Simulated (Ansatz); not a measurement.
CdI₂: do the settings matter for the field gradients?

This input was run with Ansatz:

```yaml
crystal:
  lattice:
    - [4.2862280072, 0.0, 0.0]
    - [-2.1431140036, 3.7119823406, 0.0]
    - [0.0, 0.0, 29.10699078]
  atoms:
    - { symbol: Cd, position: [0.0, 0.0, 0.0] }
    - { symbol: Cd, position: [0.6666666667, 0.3333333333, 0.74994659] }
    - { symbol: Cd, position: [0.3333333333, 0.6666666667, 0.25005341] }
    - { symbol: Cd, position: [0.0, 0.0, 0.5] }
    - { symbol: I, position: [0.0, 0.0, 0.30916941] }
    - { symbol: I, position: [0.6666666667, 0.3333333333, 0.44109754] }
    - { symbol: I, position: [0.0, 0.0, 0.69083059] }
    - { symbol: I, position: [0.3333333333, 0.6666666667, 0.55890246] }
    - { symbol: I, position: [0.3333333333, 0.6666666667, 0.80913364] }
    - { symbol: I, position: [0.6666666667, 0.3333333333, 0.94110254] }
    - { symbol: I, position: [0.6666666667, 0.3333333333, 0.19086636] }
    - { symbol: I, position: [0.3333333333, 0.6666666667, 0.05889746] }
kpoints:
  mp_grid: { grid: [8, 8, 1] }
scf:
  occupations: { method: fermi_dirac, width: 0.025 }
  algorithm: direct_min
  initial_density: { chi_scale: 0.0 }
hamiltonian:
  xc: pbe
  pseudopotentials: { kind: paw }
output:
  forces: true
  stress: true
  populations: true
  efg: { quadrupole_moments_barn: { I: -0.68822 }, contact_densities: true }
```

```sh
ansatz run input.yaml --threads 1 --pin off --max-ram 3072MiB --backend cpu --events-out ev --progress --plain --runs-dir out
```

It converged. Of its output the block on the nuclei alone is shown, without the SCF iterations, energies, forces and stress (one atom of each set):

```
--- PAW observables at the nuclei: V_zz in 10²¹ V/m², potentials from the cell's mean, atoms counted from 1 ---
  atom   1  Cd V_zz =    +0.174058   η = 0.0000   by run symmetry: allowed
            electrostatic potential = -7702.750318 V   contact ρ = 1035889.816688 e/Å³
  atom   2  Cd V_zz =    +0.106293   η = 0.0000   by run symmetry: allowed
            electrostatic potential = -7702.743748 V   contact ρ = 1035889.728768 e/Å³
  atom   5  I  V_zz =    -5.955549   η = 0.0000   by run symmetry: allowed   C_q = +99.1068 MHz
            electrostatic potential = -8887.075190 V   contact ρ = 1603935.765589 e/Å³
  atom   6  I  V_zz =    -6.494194   η = 0.0000   by run symmetry: allowed   C_q = +108.0704 MHz
            electrostatic potential = -8887.071774 V   contact ρ = 1603935.632622 e/Å³
  atom  10  I  V_zz =    -6.290861   η = 0.0000   by run symmetry: allowed   C_q = +104.6868 MHz
            electrostatic potential = -8887.080571 V   contact ρ = 1603935.661889 e/Å³
```

(1) Can these gradients be trusted, and how do they compare with a run on standard settings?

## Answers

(1) They agree with the standard run. Against the standard input the change is `scf.occupations.width`: 0.02 → 0.025; `scf.algorithm`: not typed → direct_min; `scf.initial_density.chi_scale`: not typed → 0.0. A site carries the number of its first atom; V_zz in 10²¹ V/m².

```tsv
site	atom	V_zz standard	η standard	V_zz here	η here
Cd1	1	0.17	0.00	0.17	0.00
Cd2	2	0.11	0.00	0.11	0.00
I5	5	-5.96	0.00	-5.96	0.00
I6	6	-6.49	0.00	-6.49	0.00
I10	10	-6.29	0.00	-6.29	0.00
```

All printed values agree. The gap of 2.3 eV is far wider than the smearing, so the levels stay full or empty whatever the smearing's form; with a small gap this would fail. SCF iterations: 8 and 9.

On the reference run: Without spin–orbit coupling the gradients at and beside I can be off by some per cent, at some sites by more.
